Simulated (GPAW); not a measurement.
Wanted: an ASE script for a GPAW 26.7.0 run.

* Task: equation of state
* Functional: vdW-DF
* Potentials or basis: GPAW PAW data sets (gpaw-data 1.2.1)
* Cutoff: 600 eV
* Basis: pw
* k mesh: 7 × 7 × 7
* Occupations: fermi-dirac, width 0.05 eV
* Spin: no spin polarisation
* Maxiter: 150
* Eos scales: [0.94, 0.96, 0.98, 1.0, 1.02, 1.04, 1.06]

The structure of ZnS lies in ZnS.cif:

```cif
data_ZnS
_cell_length_a 5.40400000
_cell_length_b 5.40400000
_cell_length_c 5.40400000
_cell_angle_alpha 90.00000000
_cell_angle_beta 90.00000000
_cell_angle_gamma 90.00000000
_space_group_name_H-M_alt 'F-43m'
_space_group_name_Hall 'F -4 2 3'
_space_group_IT_number 216
loop_
_space_group_symop_operation_xyz
'x,y,z'
'y,-x,-z'
'-x,-y,z'
'-y,x,-z'
'x,-y,-z'
'y,x,z'
'-x,y,-z'
'-y,-x,z'
'z,x,y'
'-z,y,-x'
'z,-x,-y'
'-z,-y,x'
'-z,x,-y'
'z,y,x'
'-z,-x,y'
'z,-y,-x'
'y,z,x'
'-x,-z,y'
'-y,z,-x'
'x,-z,-y'
'-y,-z,x'
'x,z,y'
'y,-z,-x'
'-x,z,-y'
'x,y+1/2,z+1/2'
'y,-x+1/2,-z+1/2'
'-x,-y+1/2,z+1/2'
'-y,x+1/2,-z+1/2'
'x,-y+1/2,-z+1/2'
'y,x+1/2,z+1/2'
'-x,y+1/2,-z+1/2'
'-y,-x+1/2,z+1/2'
'z,x+1/2,y+1/2'
'-z,y+1/2,-x+1/2'
'z,-x+1/2,-y+1/2'
'-z,-y+1/2,x+1/2'
'-z,x+1/2,-y+1/2'
'z,y+1/2,x+1/2'
'-z,-x+1/2,y+1/2'
'z,-y+1/2,-x+1/2'
'y,z+1/2,x+1/2'
'-x,-z+1/2,y+1/2'
'-y,z+1/2,-x+1/2'
'x,-z+1/2,-y+1/2'
'-y,-z+1/2,x+1/2'
'x,z+1/2,y+1/2'
'y,-z+1/2,-x+1/2'
'-x,z+1/2,-y+1/2'
'x+1/2,y,z+1/2'
'y+1/2,-x,-z+1/2'
'-x+1/2,-y,z+1/2'
'-y+1/2,x,-z+1/2'
'x+1/2,-y,-z+1/2'
'y+1/2,x,z+1/2'
'-x+1/2,y,-z+1/2'
'-y+1/2,-x,z+1/2'
'z+1/2,x,y+1/2'
'-z+1/2,y,-x+1/2'
'z+1/2,-x,-y+1/2'
'-z+1/2,-y,x+1/2'
'-z+1/2,x,-y+1/2'
'z+1/2,y,x+1/2'
'-z+1/2,-x,y+1/2'
'z+1/2,-y,-x+1/2'
'y+1/2,z,x+1/2'
'-x+1/2,-z,y+1/2'
'-y+1/2,z,-x+1/2'
'x+1/2,-z,-y+1/2'
'-y+1/2,-z,x+1/2'
'x+1/2,z,y+1/2'
'y+1/2,-z,-x+1/2'
'-x+1/2,z,-y+1/2'
'x+1/2,y+1/2,z'
'y+1/2,-x+1/2,-z'
'-x+1/2,-y+1/2,z'
'-y+1/2,x+1/2,-z'
'x+1/2,-y+1/2,-z'
'y+1/2,x+1/2,z'
'-x+1/2,y+1/2,-z'
'-y+1/2,-x+1/2,z'
'z+1/2,x+1/2,y'
'-z+1/2,y+1/2,-x'
'z+1/2,-x+1/2,-y'
'-z+1/2,-y+1/2,x'
'-z+1/2,x+1/2,-y'
'z+1/2,y+1/2,x'
'-z+1/2,-x+1/2,y'
'z+1/2,-y+1/2,-x'
'y+1/2,z+1/2,x'
'-x+1/2,-z+1/2,y'
'-y+1/2,z+1/2,-x'
'x+1/2,-z+1/2,-y'
'-y+1/2,-z+1/2,x'
'x+1/2,z+1/2,y'
'y+1/2,-z+1/2,-x'
'-x+1/2,z+1/2,-y'
loop_
_atom_site_label
_atom_site_type_symbol
_atom_site_symmetry_multiplicity
_atom_site_Wyckoff_symbol
_atom_site_fract_x
_atom_site_fract_y
_atom_site_fract_z
_atom_site_occupancy
Zn1 Zn 4 c 0.2500000000 0.2500000000 0.2500000000 1
S1 S 4 a 0.0000000000 0.0000000000 0.0000000000 1
```

The input as run:

run.py

```python
import spglib
from ase import Atoms
from ase.eos import EquationOfState
from ase.io import Trajectory, read
from ase.units import GPa
from gpaw import GPAW, PW

atoms = read('ZnS.cif')
cell, positions, numbers = spglib.find_primitive(
    (atoms.cell[:], atoms.get_scaled_positions(), atoms.numbers), symprec=1e-4)
atoms = Atoms(numbers, cell=cell, scaled_positions=positions, pbc=True)

traj = Trajectory('eos.traj', 'w')
volumes, energies = [], []
for x in [0.94, 0.96, 0.98, 1.0, 1.02, 1.04, 1.06]:
    a = atoms.copy()
    a.set_cell(atoms.cell * x**(1 / 3), scale_atoms=True)
    calc = GPAW(mode=PW(600),
                xc={'name': 'vdW-DF', 'backend': 'libvdwxc'},
                kpts={'size': (7, 7, 7), 'gamma': True},
                occupations={'name': 'fermi-dirac', 'width': 0.05},
                nbands=18,
                convergence={'density': 1e-05, 'energy': 1e-05},
                maxiter=150,
                txt=f'eos-{x:.2f}.txt')
    a.calc = calc
    energies.append(a.get_potential_energy(force_consistent=True))
    volumes.append(a.get_volume())
    calc.write(f'eos-{x:.2f}.gpw')
    traj.write(a)
    print(f'{x:.2f} {volumes[-1]:10.4f} A^3 {energies[-1]:14.6f} eV', flush=True)

v0, e0, B = EquationOfState(volumes, energies, eos='birchmurnaghan').fit()
print(f'V0 = {v0:.4f} A^3, E0 = {e0:.6f} eV, B0 = {B / GPa:.2f} GPa')
```

Potentials or basis: GPAW PAW data sets (gpaw-data 1.2.1), pw.

Command:

```bash
$ OMP_NUM_THREADS=1 python run.py
```

Results of the run:

```
Equilibrium volume : 21.63 Å³/atom (rough: see the caveat)
Bulk modulus       : 60 GPa (rough)
```

Caveat: the minimum lies outside the volumes run; the PAW data sets were made with another functional, which shifts forces and pressure a little.

Wall time 42 s on 1 thread of INTEL(R) XEON(R) PLATINUM 8581C CPU @ 2.30GHz (Emerald Rapids) (shared host), peak memory 0.29 GiB.
